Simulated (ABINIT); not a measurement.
TiC:

```
Ti C
1.0
     0.00000    2.16572    2.16572
     2.16572    0.00000    2.16572
     2.16572    2.16572    0.00000
Ti C
1 1
Cartesian
  0.0000 0.0000 0.0000
  2.1657 2.1657 2.1657
```

The cell is a database's computed one.

Base run:

| Property | Result |
| --- | --- |
| Program | ABINIT 10.8.3 (patched build) |
| Functional | PBE |
| Potentials or basis | PseudoDojo NC SR PBE v0.4.1 standard |
| Cutoff | 1143 eV |
| k mesh | 8 × 8 × 8 |
| Occupations | fermi-dirac, width 0.05 eV |
| Spin | no spin polarisation |

Its results: band gap on the k mesh none (metal or under the smearing width); pressure 0.3 GPa.

Q: The run is repeated on the same cell with these changes: functional from PBE to LDA; potentials or basis from PseudoDojo NC SR PBE v0.4.1 standard to PseudoDojo NC SR LDA v0.4 stringent; cutoff from 1143 eV to 1034 eV. What comes out?

A: Band gap on the k mesh none (metal or under the smearing width); pressure -12.6 GPa.

Not every run made on this cell is shown here.
